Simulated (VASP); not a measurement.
Wanted: the native input for a VASP 6.6.1 run.

| Item | Value |
| --- | --- |
| Task | single point |
| Functional | PBEsol |
| Potentials or basis | VASP PAW PBE potentials, release 64 (Cs_sv, I) |
| Cutoff | 520 eV |
| k mesh | 6 × 6 × 6 |
| Occupations | gaussian, width 0.05 eV |
| Spin | no spin polarisation |
| Dipole correction | no |
| Further INCAR settings | ALGO = Normal; EDIFF = 1e-06; NBANDS = 15 |

The structure of CsI lies in POSCAR:

```
CsI
1.0
    4.5667000000      0.0000000000      0.0000000000
    0.0000000000      4.5667000000      0.0000000000
    0.0000000000      0.0000000000      4.5667000000
Cs I
1 1
Direct
    0.0000000000      0.0000000000      0.0000000000
    0.5000000000      0.5000000000      0.5000000000
```

The input as run:

INCAR

```
SYSTEM = CsI
PREC     = Accurate       ! precision mode
ENCUT    = 520            ! plane-wave cutoff, eV
EDIFF    = 1E-6           ! SCF threshold, eV
ISMEAR   = 0              ! smearing method
SIGMA    = 0.05           ! smearing width, eV
LREAL    = .False.        ! projectors in reciprocal space
LASPH    = .True.         ! aspherical terms in the spheres
NELM     = 80             ! most SCF steps
ALGO     = Normal         ! electronic algorithm
ISIF     = 2              ! what is computed and relaxed
LWAVE    = .False.        ! write WAVECAR
LCHARG   = .False.        ! write CHGCAR
GGA      = PS             ! functional
NBANDS   = 15             ! bands
```

KPOINTS

```
Automatic mesh
0
Gamma
  6 6 6
  0 0 0
```

Potentials or basis: VASP PAW PBE potentials, release 64 (Cs_sv, I).

Command:

```sh
$ cat potpaw_PBE.64/Cs_sv/POTCAR potpaw_PBE.64/I/POTCAR > POTCAR
$ mpirun -np 1 vasp_std > vasp.out
```

It gave:

```yaml
Pressure: -0.4 GPa
Band_gap_on_the_k_mesh: 3.70 eV, indirect (least direct gap 3.79 eV)
```

Caveat: the PAW data sets were made with another functional, which shifts forces and pressure a little; spin-orbit coupling is left out, which moves the levels of the heavy elements.

Wall time 34 s on 1 thread of Intel(R) Xeon(R) Platinum 8375C CPU @ 2.90GHz (Ice Lake), with other jobs on the host, peak memory 0.21 GiB.
